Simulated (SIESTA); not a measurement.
Input of a SIESTA 5.4.2 run:

Pb.fdf

```
SystemName                      Pb
SystemLabel                     Pb
NumberOfSpecies                 1
NumberOfAtoms                   2
%block ChemicalSpeciesLabel
  1  82 Pb
%endblock ChemicalSpeciesLabel

LatticeConstant                 1.0 Ang
%block LatticeVectors
     0.0000000000     3.4390000555     3.4390000555
     3.4390000555     0.0000000000     3.4390000555
     3.4390000555     3.4390000555     0.0000000000
%endblock LatticeVectors
AtomicCoordinatesFormat         Fractional
%block AtomicCoordinatesAndAtomicSpecies
     0.2500000000     0.2500000000     0.2500000000  1  Pb
     0.0000000000     0.0000000000     0.0000000000  1  Pb
%endblock AtomicCoordinatesAndAtomicSpecies

%block kgrid.MonkhorstPack
    5   0   0  0.0
    0   5   0  0.0
    0   0   5  0.0
%endblock kgrid.MonkhorstPack
XC.Functional                   GGA
XC.Authors                      PBE
PAO.BasisSize                   SZ
PAO.EnergyShift                 0.003 Ry
Mesh.Cutoff                     500 Ry
OccupationFunction              FD
ElectronicTemperature           0.05 eV
MaxSCFIterations                120
SCF.MustConverge                false
SCF.Mixer.Method                Pulay
SCF.Mixer.Weight                0.25
SCF.Mixer.History               8
SCF.DM.Tolerance                5.0e-05
SCF.H.Tolerance                 1.0e-03 eV
WriteForces                     true
Charge.Mulliken                 end
MD.TypeOfRun                    CG
MD.Steps                        40
MD.MaxForceTol                  0.02 eV/Ang
MD.MaxDispl                     0.1 Ang
WriteCoorStep                   true
AtomCoorFormatOut               Fractional
MD.VariableCell                 true
MD.MaxStressTol                 0.1 GPa
```

Potentials or basis: PseudoDojo 0.4 standard (PBE files), SZ (energy shift 0.003 Ry).

Command:

```console
$ siesta Pb.fdf > Pb.out 2>&1
```

(1) What does it give for the band gap on the k mesh?

(2) Predict the space group after relaxing (to 0.05 Å).

## Answers

(1) none (metal or under the smearing width).

(2) Fd-3m (No. 227).

Caveat: the basis has no polarisation orbitals; the basis of atomic orbitals isn't converged, which shifts pressures, moduli and gaps.
